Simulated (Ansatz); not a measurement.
Zinc-blende ZnTe was calculated with PBE (Ansatz, a first-principles code, PAW).

Numerical settings: plane-wave cutoff 520 eV, 10×10×10 k mesh, scalar-relativistic PAW data made under PBE.

Computed at the level's own relaxed cell.

Question: Give the computed elastic constant C12, Voigt–Reuss–Hill bulk modulus, elastic constant C44, elastic constant C11 and Poisson ratio.

Answer: 
* **elastic constant C12**: 33.4 GPa
* **Voigt–Reuss–Hill bulk modulus**: 43.3 GPa
* **elastic constant C44**: 29.8 GPa
* **elastic constant C11**: 63.1 GPa
* **Poisson ratio**: 0.278

Measured, for comparison: elastic constant C12 40.7 GPa, elastic constant C44 31.3 GPa, elastic constant C11 71.1 GPa (temperature not stated, not corrected to a static lattice; as tabulated in Oses et al. (2018), arXiv:1811.08464). Computed (rounded) less measured: elastic constant C12 -18 %, elastic constant C44 -5 %, elastic constant C11 -11 %.

Elastic constants are with the ions relaxed.

Spin–orbit coupling is not included.

The computed numbers hold no vibrational or temperature effects.

Computing time: around 11 core-minutes (rough).
